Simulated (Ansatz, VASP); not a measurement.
## Two plane-wave programs on SnSe

```
Sn Se
1.0
     3.58777    0.00000    0.00000
     0.00000    3.58777    0.00000
     0.00000    0.00000    3.58777
Sn Se
1 1
Direct
  0.50000 0.50000 0.50000
  0.00000 0.00000 0.00000
```

Alike in both runs: task single point; functional r2SCAN; k mesh 12 × 12 × 12; occupations gaussian, width 0.1 eV; no spin polarisation.

|  | VASP | Ansatz |
| --- | --- | --- |
| version | VASP 6.6.1 | Ansatz 0.2.0 |
| potentials or method | VASP PAW PBE potentials, release 64 (Sn_d, Se) | scalar-relativistic, plane waves, PAW |
| plane-wave cutoff (eV) | 520 | 500 |
| valence electrons in the cell | 20 | 30 |

```tsv
	VASP	Ansatz	Ansatz less VASP
gap on the k mesh at the Fermi level (eV)	none	none	-
pressure (GPa)	3.9	3.9	-0.02
```

A gap of «none» marks a metal or a gap that the smearing closes. The two sets of potentials don't hold the same shells in valence.

Caveats: the PAW data sets were made with another functional, which shifts forces and pressure a little (VASP).
